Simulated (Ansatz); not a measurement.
Free-standing sheet of SnO, cell area 14.597 Å²:

```
CELL_PARAMETERS angstrom
3.82056 -0.00001 0.00000
0.00001 3.82056 0.00000
0.00000 0.00000 30.63492
ATOMIC_POSITIONS crystal
Sn 0.75000 0.25000 0.46142
O 0.25000 0.25000 0.50000
O 0.75000 0.75000 0.50000
Sn 0.25000 0.75000 0.53858
```

Method: DFT PBE+D3(BJ), scalar-relativistic, plane waves, PAW in Ansatz. Settings: cutoff 420 eV, Γ-centred mesh 6×6×1 on the computed 4-atom cell, Gaussian smearing of 0.02 eV; no spin polarisation. No periodic images along c.

In an external field along +c, atoms held, its energy changes by -7.873 meV a cell at +0.2 V/Å and by -7.873 meV at −0.2 V/Å.

(1) What dipole and polarisability along c does the sheet have?

(2) What thickness does that polarisability stand for?

(3) Predict the energy change at +0.35 V/Å.

Answers

(1) ΔE = −pF − αF²/2. The odd part gives p = −[ΔE(+F) − ΔE(−F)]/(2F) = 0.0000 e·Å a cell (none within the accuracy). The even part gives α = −[ΔE(+F) + ΔE(−F)]/F² = 0.3936 e·Å²/V.

(2) α/(ε0·A) = 0.3936 × 180.95/14.597 = 4.88 Å. For a slab of thickness t and dielectric constant ε this equals t(1 − 1/ε), so it is the thickness over which the sheet would screen the field wholly.

(3) −p·0.35 − α·0.35²/2 = -24.11 meV; the calculation gives -24.13 meV, so the response is still linear.

Cost: 4 runs of about 1.6 core-minutes in all, on Intel Xeon 6975P-C (Granite Rapids) (shared hosts).